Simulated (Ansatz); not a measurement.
HfO2:

```xyz
3
Lattice="0.0000 2.5575 2.5575 2.5575 0.0000 2.5575 2.5575 2.5575 0.0000" Properties=species:S:1:pos:R:3 pbc="T T T"
Hf    0.0000    0.0000    0.0000
O     3.8363    3.8363    3.8363
O     1.2788    1.2788    1.2788
```

Measurements of this composition are mostly on another form, of space group No. 14.

Base run:

- Program: Ansatz 0.2.0
- Functional: PBEsol
- Potentials or basis: all-electron LAPW, scalar-relativistic
- Cutoff: 343 eV
- Density cutoff: 1372 eV
- Basis error allowed: 0.002 eV/atom
- k mesh: 9 × 9 × 9
- Occupations: fermi-dirac, width 0.05 eV
- Spin: no spin polarisation

Its results: band gap on the k mesh 3.69 eV, indirect (least direct gap 3.81 eV); pressure -10.2 GPa.

Task: After a change of settings the same cell gave: band gap on the k mesh 3.77 eV, indirect (least direct gap 3.94 eV); pressure -10.2 GPa. Which change was it?
A. hubbard terms from none to Hf d U = 2 eV
B. functional from PBEsol to PBE; basis error allowed from 0.002 eV/atom to 0.001 eV/atom
C. potentials or basis from all-electron LAPW, scalar-relativistic to all-electron LAPW, non-relativistic
D. k mesh from 9 × 9 × 9 to 7 × 7 × 7

Result: D.

Caveats: spin-orbit coupling is left out, which moves the levels of the heavy elements; an odd mesh through Γ misses points on the zone boundary, where band edges often lie (some runs); the mesh misses the band edges, which the band path finds closer together (some runs).

Not every run made on this cell is shown here.
